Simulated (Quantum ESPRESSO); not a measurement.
# SrO (Fm-3m) in Quantum ESPRESSO: notebook

One crystal, SrO, is run at these levels: AM05, LDA; tasks: dielectric tensor, phonons.

Everything below comes from runs of Quantum ESPRESSO 7.5. Logs are shortened: lines on timing, memory, paths and dates and some standing lists are left out, and cuts for length are marked.

## (1) Starting point

The structure is cubic, space group Fm-3m (No. 225). Conventional cell: a = 5.133 Å, b = 5.133 Å, c = 5.133 Å, α = 90.00°, β = 90.00°, γ = 90.00°. Sr (site symmetry m-3m) is surrounded by 6 O at 2.57 Å. Around O (site symmetry m-3m) lie 6 Sr at 2.57 Å.

## (2) Dielectric tensor, AM05

pw.in reads:

```
&CONTROL
  calculation = 'scf'
  prefix = 'pwscf'
  outdir = './tmp'
  pseudo_dir = './pseudo'
  tprnfor = .true.
  tstress = .true.
  disk_io = 'low'
/
&SYSTEM
  ibrav = 0
  nat = 2
  ntyp = 2
  ecutwfc = 45
  ecutrho = 360
  nbnd = 14
  input_dft = 'XC-000I-000I-120L-135L-000I-000I'
  occupations = 'smearing'
  smearing = 'fd'
  degauss = 0.00367493
/
&ELECTRONS
  conv_thr = 4d-10
  electron_maxstep = 120
  mixing_beta = 0.5
/
ATOMIC_SPECIES
Sr    87.6200 sr_pbe_v1.uspp.F.UPF
O     15.9990 o_pbe_v1.2.uspp.F.UPF
CELL_PARAMETERS angstrom
   0.0000000000    2.5663000000    2.5663000000
   2.5663000000    0.0000000000    2.5663000000
   2.5663000000    2.5663000000    0.0000000000
ATOMIC_POSITIONS crystal
Sr     0.5000000000    0.5000000000    0.5000000000
O      0.0000000000    0.0000000000    0.0000000000
K_POINTS automatic
6 6 6 1 1 1
```

scf2.in reads:

```
&CONTROL
  calculation = 'scf'
  prefix = 'pwscf'
  outdir = './tmp'
  pseudo_dir = './pseudo'
  tprnfor = .true.
  tstress = .true.
  disk_io = 'low'
/
&SYSTEM
  ibrav = 0
  nat = 2
  ntyp = 2
  ecutwfc = 45
  ecutrho = 360
  nbnd = 14
  input_dft = 'XC-000I-000I-120L-135L-000I-000I'
  occupations = 'fixed'
/
&ELECTRONS
  conv_thr = 1d-13
  electron_maxstep = 120
  mixing_beta = 0.5
  startingpot = 'file'
  startingwfc = 'file'
/
ATOMIC_SPECIES
Sr    87.6200 sr_pbe_v1.uspp.F.UPF
O     15.9990 o_pbe_v1.2.uspp.F.UPF
CELL_PARAMETERS angstrom
   0.0000000000    2.5663000000    2.5663000000
   2.5663000000    0.0000000000    2.5663000000
   2.5663000000    2.5663000000    0.0000000000
ATOMIC_POSITIONS crystal
Sr     0.5000000000    0.5000000000    0.5000000000
O      0.0000000000    0.0000000000    0.0000000000
K_POINTS automatic
6 6 6 1 1 1
```

ph.in reads:

```
dielectric of SrO
&INPUTPH
  prefix = 'pwscf'
  outdir = './tmp'
  tr2_ph = 1d-18
  fildyn = 'dyn'
  niter_ph = 90
  alpha_mix(1) = 0.7
  epsil = .true.
  trans = .false.
  zeu = .true.
/
0.0000000000 0.0000000000 0.0000000000
```

Potentials or basis: GBRV 1.5 PBE.

Started as:

```
OMP_NUM_THREADS=1 pw.x -in pw.in > pw.out
OMP_NUM_THREADS=1 pw.x -in scf2.in > scf2.out
OMP_NUM_THREADS=1 ph.x -in ph.in > ph.out
```

pw.out:

```text
This program is part of the open-source Quantum ESPRESSO suite
     for quantum simulation of materials; please cite
         "P. Giannozzi et al., J. Phys.:Condens. Matter 21 395502 (2009);
         "P. Giannozzi et al., J. Phys.:Condens. Matter 29 465901 (2017);
         "P. Giannozzi et al., J. Chem. Phys. 152 154105 (2020);
     in publications or presentations arising from this work. More details at

     IMPORTANT: XC functional enforced from input :
     Exchange-correlation= XC-000I-000I-120L-135L-000I-000I
                           (   0   0 120 135   0   0   0)
     Any further DFT definition will be discarded
     Please, verify this is what you really want

     Message from routine setup:
     using ibrav=0 with symmetry is DISCOURAGED, use correct ibrav instead

     G-vector sticks info
     --------------------
     sticks:   dense  smooth     PW     G-vecs:    dense   smooth      PW
     Sum        1159     583    187                26301     9377    1687

     Using Slab Decomposition

     bravais-lattice index     =            0
     lattice parameter (alat)  =       6.8584  a.u.
     unit-cell volume          =     228.1124 (a.u.)^3
     number of atoms/cell      =            2
     number of atomic types    =            2
     number of electrons       =        16.00
     number of Kohn-Sham states=           14
     kinetic-energy cutoff     =      45.0000  Ry
     charge density cutoff     =     360.0000  Ry
     scf convergence threshold =      4.0E-10
     mixing beta               =       0.5000
     number of iterations used =            8  plain     mixing
     Exchange-correlation= XC-000I-000I-120L-135L-000I-000I
                           (   0   0 120 135   0   0   0)

     celldm(1)=   6.858376  celldm(2)=   0.000000  celldm(3)=   0.000000
     celldm(4)=   0.000000  celldm(5)=   0.000000  celldm(6)=   0.000000

     crystal axes: (cart. coord. in units of alat)
               a(1) = (   0.000000   0.707107   0.707107 )
               a(2) = (   0.707107   0.000000   0.707107 )
               a(3) = (   0.707107   0.707107   0.000000 )

     reciprocal axes: (cart. coord. in units 2 pi/alat)
               b(1) = ( -0.707107  0.707107  0.707107 )
               b(2) = (  0.707107 -0.707107  0.707107 )
               b(3) = (  0.707107  0.707107 -0.707107 )

     PseudoPot. # 1 for Sr read from file:
     sr_pbe_v1.uspp.F.UPF
     Pseudo is Ultrasoft + core correction, Zval = 10.0
     Generated by new atomic code, or converted to UPF format
     Using radial grid of  883 points,  6 beta functions with:
                l(1) =   0
                l(2) =   0
                l(3) =   1
                l(4) =   1
                l(5) =   2
                l(6) =   2
     Q(r) pseudized with  6 coefficients,  rinner =    1.400   1.400   1.400
                                                       1.400   1.400

     PseudoPot. # 2 for O  read from file:
     o_pbe_v1.2.uspp.F.UPF
     Pseudo is Ultrasoft + core correction, Zval =  6.0
     Generated by new atomic code, or converted to UPF format
     Using radial grid of  737 points,  5 beta functions with:
                l(1) =   0
                l(2) =   0
                l(3) =   1
                l(4) =   1
                l(5) =   2
     Q(r) pseudized with  8 coefficients,  rinner =    0.900   0.900   0.900
                                                       0.900   0.900

     atomic species   valence    mass     pseudopotential
     Sr               10.00    87.62000     Sr( 1.00)
     O                 6.00    15.99900     O ( 1.00)

     48 Sym. Ops., with inversion, found

   Cartesian axes

     site n.     atom                  positions (alat units)
         1        Sr     tau(   1) = (   0.7071068   0.7071068   0.7071068  )
         2        O      tau(   2) = (   0.0000000   0.0000000   0.0000000  )

     number of k points=    28  Fermi-Dirac smearing, width (Ry)=  0.0037
                       cart. coord. in units 2pi/alat
        k(    1) = (   0.0589256   0.0589256   0.0589256), wk =   0.0185185
        k(    2) = (   0.1767767   0.1767767  -0.0589256), wk =   0.0555556
        k(    3) = (   0.2946278   0.2946278  -0.1767767), wk =   0.0555556
        k(    4) = (  -0.2946278  -0.2946278   0.4124790), wk =   0.0555556
        k(    5) = (  -0.1767767  -0.1767767   0.2946278), wk =   0.0555556
        k(    6) = (  -0.0589256  -0.0589256   0.1767767), wk =   0.0555556
[... 20 lines left out ...]
        k(   27) = (   0.2946278   0.2946278   0.2946278), wk =   0.0185185
        k(   28) = (  -0.2946278  -0.2946278   0.8838835), wk =   0.0555556

     Dense  grid:    26301 G-vectors     FFT dimensions: (  45,  45,  45)

     Smooth grid:     9377 G-vectors     FFT dimensions: (  30,  30,  30)

     WARNING: libxc functional with ID  120 depends
      on external parameters: check the user_guide of
      QE if you need to modify them or to check their
      default values.

     WARNING: libxc functional with ID  135 depends
      on external parameters: check the user_guide of
      QE if you need to modify them or to check their
      default values.

     Check: negative core charge=   -0.000001

     Initial potential from superposition of free atoms

     starting charge      15.9663, renormalised to      16.0000

     negative rho (up, down):  6.251E-02 0.000E+00
     Starting wfcs are   17 randomized atomic wfcs

     Self-consistent Calculation

     iteration #  1     ecut=    45.00 Ry     beta= 0.50
     Davidson diagonalization with overlap
     ethr =  1.00E-02,  avg # of iterations =  2.5

     negative rho (up, down):  6.300E-02 0.000E+00
[... 94 lines left out ...]
     iteration # 12     ecut=    45.00 Ry     beta= 0.50
     Davidson diagonalization with overlap
     ethr =  3.02E-12,  avg # of iterations =  2.1

     negative rho (up, down):  6.539E-02 0.000E+00

     End of self-consistent calculation

          k = 0.0589 0.0589 0.0589 (  1191 PWs)   bands (ev):

   -24.1198  -7.1313  -5.7926  -5.7926  -5.6258   7.8427   7.9735   7.9735
    12.3919  14.2195  14.4471  14.4471  16.6742  16.6742
[... 73 lines left out ...]
   -23.9453  -7.2312  -6.6098  -6.1493  -5.9825   7.5967   7.8570   7.9195
    11.5497  16.0038  17.7464  18.3872  19.0948  19.8943

          k =-0.5303 0.1768-0.0589 (  1166 PWs)   bands (ev):

   -23.9643  -7.7827  -6.2532  -6.1394  -5.4029   7.0546   7.4405   7.7426
    12.4844  15.6688  17.1145  18.1697  18.7841  20.1465

          k =-0.4125 0.0589 0.0589 (  1161 PWs)   bands (ev):
[... 51 lines left out ...]
   -23.9714  -8.2797  -6.1117  -5.9150  -4.8387   6.2649   7.0453   7.2241
    14.5758  15.2358  17.1336  17.5318  19.8374  20.6530

     the Fermi energy is    10.0924 ev

!    total energy              =    -102.30190773 Ry
     estimated scf accuracy    <          6.8E-11 Ry
     smearing contrib. (-TS)   =      -0.00000000 Ry
     internal energy E=F+TS    =    -102.30190773 Ry

     The total energy is F=E-TS. E is the sum of the following terms:
     one-electron contribution =     -15.79229211 Ry
     hartree contribution      =      16.57590014 Ry
     xc contribution           =     -25.31533449 Ry
     ewald contribution        =     -77.77018127 Ry

     convergence has been achieved in  12 iterations

     negative rho (up, down):  6.539E-02 0.000E+00

     Forces acting on atoms (cartesian axes, Ry/au):

     atom    1 type  1   force =    -0.00000000   -0.00000000    0.00000000
     atom    2 type  2   force =    -0.00000000   -0.00000000    0.00000000

     Total force =     0.000000     Total SCF correction =     0.000000

     Computing stress (Cartesian axis) and pressure

     negative rho (up, down):  6.539E-02 0.000E+00
          total   stress  (Ry/bohr**3)                   (kbar)     P=        6.54
   0.00004447  -0.00000000  -0.00000000            6.54       -0.00       -0.00
  -0.00000000   0.00004447  -0.00000000           -0.00        6.54       -0.00
  -0.00000000  -0.00000000   0.00004447           -0.00       -0.00        6.54

=------------------------------------------------------------------------------=
   JOB DONE.
=------------------------------------------------------------------------------=
```

It took 66 s on 1 thread of Intel Xeon Platinum 8488C (Sapphire Rapids), shared host; peak memory 0.13 GiB.

Results:

```yaml
Free_energy: -1391.8884 eV
Pressure: 0.7 GPa
Electronic_dielectric_tensor_diagonal: 3.84
Born_charges_mean_of_the_diagonal: Sr +2.46; O -2.47 e
```

Electronic dielectric tensor:
```
3.84 0.00 0.00
0.00 3.84 0.00
0.00 0.00 3.84
```

Born effective charge tensors (e):
atom 1, Sr
```
2.46 0.00 0.00
0.00 2.46 0.00
0.00 0.00 2.46
```
atom 2, O
```
-2.47  0.00  0.00
 0.00 -2.47  0.00
 0.00  0.00 -2.47
```

Caveat: the potentials were made for another functional, which shifts forces and pressure.

(Part 1 of 2 ends here.)
